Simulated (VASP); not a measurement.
A run of VASP 6.6.1 is set up as follows.

Contents of INCAR:

```
PREC = Accurate
ENCUT = 600
EDIFF = 1E-7
ISMEAR = -1
SIGMA = 0.05
LREAL = False
LASPH = True
NELM = 80
ALGO = Normal
ISIF = 3
LWAVE = False
LCHARG = False
METAGGA = R2SCAN
LMIXTAU = True
IBRION = 2
NSW = 40
EDIFFG = -0.01
```

Contents of KPOINTS:

```
regular mesh
0
Gamma
  12 12 12
```

POSCAR

```
Mo
1.0
   -1.5838089719      1.5838089719      1.5838089719
    1.5838089719     -1.5838089719      1.5838089719
    1.5838089719      1.5838089719     -1.5838089719
Mo
1
Direct
    0.0000000000      0.0000000000      0.0000000000
```

Potentials or basis: VASP PAW PBE potentials, release 64 (Mo_sv).

The run is started by

```sh
$ cat potpaw_PBE.64/Mo_sv/POTCAR > POTCAR
$ mpirun -np 1 vasp_std > vasp.out
```

(1) Estimate the relaxed volume.

(2) What does it give for the relaxed cell?

(3) What does it give for the band gap on the k mesh?

Answers

(1) 15.69 Å³/atom.

(2) a = 2.732 Å, b = 2.732 Å, c = 2.732 Å, α = 109.47°, β = 109.47°, γ = 109.47°.

(3) none (metal or under the smearing width).

Caveat: the PAW data sets were made with another functional, which shifts forces and pressure a little.
